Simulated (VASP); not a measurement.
A run of VASP 6.6.1 is set up as follows.

The input INCAR:

```
SYSTEM = GaSb
PREC = Accurate ; ENCUT = 520
EDIFF = 1E-7 ; ISMEAR = 0
SIGMA = 0.02 ; LREAL = .FALSE.
LASPH = .TRUE. ; NELM = 80
ALGO = Normal ; ISIF = 3
LWAVE = .FALSE. ; LCHARG = .FALSE.
GGA = PE ; IBRION = 2
NSW = 80 ; EDIFFG = -0.002
```

Contents of KPOINTS:

```
regular mesh
0
G
  10 10 10
  0 0 0
```

Contents of POSCAR:

```
GaSb                                    
1.0
   -0.0000000000      3.1081234761      3.1081234761
    3.1081234761      0.0000000000      3.1081234761
    3.1081234761      3.1081234761     -0.0000000000
  Ga              Sb            
     1     1
Direct
     0.0000000000000000    0.0000000000000000    0.0000000000000000
     0.2500000000000000    0.2500000000000000    0.2500000000000000
```

Potentials or basis: VASP PAW PBE potentials, release 64 (Ga_d, Sb).

Command:

```sh
$ cat potpaw_PBE.64/Ga_d/POTCAR potpaw_PBE.64/Sb/POTCAR > POTCAR
$ mpirun -np 1 vasp_std > vasp.out
```

(1) Estimate the space group after relaxing (to 0.05 Å).

(2) What does it give for the relaxed cell?

(3) Estimate the band gap on the k mesh.

Answers

(1) F-43m (No. 216).

(2) a = 4.396 Å, b = 4.396 Å, c = 4.396 Å, α = 60.00°, β = 60.00°, γ = 60.00°.

(3) none (metal or under the smearing width).

Caveat: this crystal is a semiconductor, whose small gap the functional closes, so the metal is an error of the method.
